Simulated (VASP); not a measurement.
Wanted: the native input for a VASP 6.6.1 run.

| Quantity | Value |
| --- | --- |
| Task | single point |
| Functional | LDA |
| Potentials or basis | VASP PAW LDA potentials, release 64 (Ta_pv, N) |
| Cutoff | 520 eV |
| k mesh | 9 × 9 × 6 |
| Occupations | gaussian, width 0.1 eV |
| Spin | no spin polarisation |
| Dipole correction | no |
| Further INCAR settings | ALGO = Fast; EDIFF = 1e-07; NBANDS = 15 |

The structure of TaN lies in POSCAR:

```
TaN
1.0
    2.9379988584      0.0000000000      0.0000000000
   -1.4689994292      2.5443816477      0.0000000000
    0.0000000000      0.0000000000      2.8830000000
Ta N
1 1
Direct
    0.3333333333      0.6666666667      0.5000000000
    0.0000000000      0.0000000000      0.0000000000
```

These files were run (other wordings do the same):

INCAR

```
PREC     = Accurate       # precision mode
ENCUT    = 520            # plane-wave cutoff, eV
EDIFF    = 1E-7           # SCF threshold, eV
ISMEAR   = 0              # smearing method
SIGMA    = 0.1            # smearing width, eV
LREAL    = F              # projectors in reciprocal space
LASPH    = T              # aspherical terms in the spheres
NELM     = 80             # most SCF steps
ALGO     = Fast           # electronic algorithm
ISIF     = 2              # what is computed and relaxed
LWAVE    = F              # write WAVECAR
LCHARG   = F              # write CHGCAR
NBANDS   = 15             # bands
```

KPOINTS

```
Automatic mesh
0
Gamma
  9 9 6
```

Potentials or basis: VASP PAW LDA potentials, release 64 (Ta_pv, N).

Run with:

```bash
$ cat potpaw_LDA.64/Ta_pv/POTCAR potpaw_LDA.64/N/POTCAR > POTCAR
$ mpirun -np 1 vasp_std > vasp.out
```

It gave:

The pressure is -9.8 GPa and the band gap on the k mesh is none (metal or under the smearing width).

Caveat: the k mesh is coarse (spacing up to 0.36 Å⁻¹), so the values aren't converged.

It took 22 s on 1 thread of AMD EPYC 7R13 Processor (Zen 3), with other jobs on the host, peak memory 0.1 GiB.
